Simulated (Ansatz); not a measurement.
From the elastic tensor of MgO at 3 GPa (stress–strain coefficients) to moduli and sound speeds

These are results of Ansatz 0.2.0, DFT PBE, scalar-relativistic, plane waves, PAW, not measurements. Cutoff 420 eV, 10×10×10 k-points (Γ-centred), fixed occupations. No spin polarisation.

Symmetry: Fm-3m, No. 225, cubic system. Conventional cell: a = 4.226 Å, b = 4.226 Å, c = 4.226 Å, α = 90.00°, β = 90.00°, γ = 90.00°. Around Mg (site symmetry m-3m) lie 6 O at 2.11 Å. Around O (site symmetry m-3m) lie 6 Mg at 2.11 Å.

Relaxed-ion constants (GPa, on the Cartesian axes of the calculation):
```
294.2  95.1  95.1   0.0   0.0   0.0
 95.1 294.2  95.1   0.0   0.0   0.0
 95.1  95.1 294.2   0.0   0.0   0.0
  0.0   0.0   0.0 144.7   0.0   0.0
  0.0   0.0   0.0   0.0 144.7   0.0
  0.0   0.0   0.0   0.0   0.0 144.7
```

Density 3.546 g/cm³; 2 atoms in 18.87 Å³.

The values that follow are for a polycrystal of randomly turned grains, by Hill's mean where one number stands.

With S = C⁻¹: B_V = (C11+C22+C33+2(C12+C13+C23))/9, G_V = (C11+C22+C33−C12−C13−C23+3(C44+C55+C66))/15, 1/B_R = S11+S22+S33+2(S12+S13+S23), 15/G_R = 4(S11+S22+S33−S12−S13−S23)+3(S44+S55+S66); Hill is their mean. Then v_l = √((B+4G/3)/ρ), v_t = √(G/ρ), v_m = [(2/v_t³+1/v_l³)/3]^(−1/3) and Θ = (ħ/k_B)·v_m·(6π²n/V)^(1/3) for n atoms in the volume V; E = 9BG/(3B+G), ν = (3B−2G)/(2(3B+G)) and A^U = 5G_V/G_R + B_V/B_R − 6.

| Item | Value |
| --- | --- |
| Bulk modulus, Voigt / Reuss / Hill | 161.5 / 161.5 / 161.5 GPa |
| Shear modulus, Voigt / Reuss / Hill | 126.6 / 122.5 / 124.5 GPa |
| Young's modulus | 297 GPa |
| Poisson ratio | 0.193 |
| Pugh ratio B/G | 1.30 |
| Universal anisotropy index | 0.17 |
| Longitudinal and transverse sound speeds | 9611 and 5926 m/s |
| Debye temperature from the mean sound speed | 921 K |

Cost: 1 run of about 0.068 core-minutes, on Intel Xeon 6975P-C (Granite Rapids) (shared hosts).

Compressed MgO resists shear strongly for its bulk stiffness, as the low Pugh and Poisson ratios show. The modest universal anisotropy index hides a clear directional preference: C44 exceeds half the difference between C11 and C12, so the crystal is stiffest to longitudinal strain along ⟨111⟩ and softest along the Mg–O axes ⟨100⟩. In rock salt, the Coulomb energy of the doubly charged ions supports C44, while short-range cation–anion repulsion mainly stiffens C11.

C12 lies far below C44, whereas purely central forces under positive pressure would place it above. The interactions therefore have a substantial many-body part, probably from the oxide ion, whose size and charge cloud adapt to the surrounding cage. This breathing lowers the resistance to compression but leaves pure shear largely untouched.

The constants are somewhat softer than those known for MgO at comparable pressure, consistent with PBE's usual underbinding of ionic oxides. A single pressure doesn't show how the anisotropy evolves on further compression.
